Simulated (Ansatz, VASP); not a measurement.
## Sn: VASP beside Ansatz

INCAR

```
ALGO     = Fast           # electronic algorithm
EDIFF    = 1E-6           # SCF threshold, eV
ENCUT    = 520            # plane-wave cutoff, eV
GGA      = PE             # functional
ISIF     = 2              # what is computed and relaxed
ISMEAR   = 0              # smearing method
LASPH    = True           # aspherical terms in the spheres
LCHARG   = False          # write CHGCAR
LREAL    = False          # projectors in reciprocal space
LWAVE    = False          # write WAVECAR
NBANDS   = 21             # bands
NELM     = 100            # most SCF steps
PREC     = Accurate       # precision mode
SIGMA    = 0.023          # smearing width, eV
```

The input KPOINTS:

```
k-points
0
Gamma
  7 7 7
```

Contents of POSCAR:

```
Sn
1.0
    0.0000000000      3.2333428000      3.2333428000
    3.2333428000      0.0000000000      3.2333428000
    3.2333428000      3.2333428000      0.0000000000
Sn
2
Direct
    0.7500000000      0.7500000000      0.7500000000
    0.5000000000      0.5000000000      0.5000000000
```

The input input.yaml:

```yaml
crystal:
  lattice:
    - [0.0, 3.2333428, 3.2333428]
    - [3.2333428, 0.0, 3.2333428]
    - [3.2333428, 3.2333428, 0.0]
  atoms:
    - { symbol: Sn, position: [0.75, 0.75, 0.75] }
    - { symbol: Sn, position: [0.5, 0.5, 0.5] }
hamiltonian:
  xc: pbe
  pseudopotentials: { kind: paw }
kpoints:
  mp_grid: { grid: [7, 7, 7] }
scf:
  occupations: { method: gaussian, width: 0.023 }
output:
  forces: true
  stress: true
  eigenvalues: true
```

This isn't the form of Sn at room conditions, which is tetragonal (white tin).

Alike in both runs: task single point; functional PBE; k mesh 7 × 7 × 7; occupations gaussian, width 0.023 eV; no spin polarisation.

|  | VASP | Ansatz |
| --- | --- | --- |
| version | VASP 6.6.1 | Ansatz 0.2.0 |
| potentials or method | VASP PAW PBE potentials, release 64 (Sn_d) | Ansatz PAW |
| plane-wave cutoff (eV) | 520 | 420 |
| valence electrons in the cell | 28 | 28 |

|  | VASP | Ansatz | Ansatz less VASP |
| --- | --- | --- | --- |
| gap on the k mesh at the Fermi level (eV) | none | none | - |
| pressure (GPa) | 3.8 | 3.8 | +0.06 |

A gap of «none» marks a metal or a gap that the smearing closes. With one functional, cell and mesh, what is left measures potentials, basis and numerics.
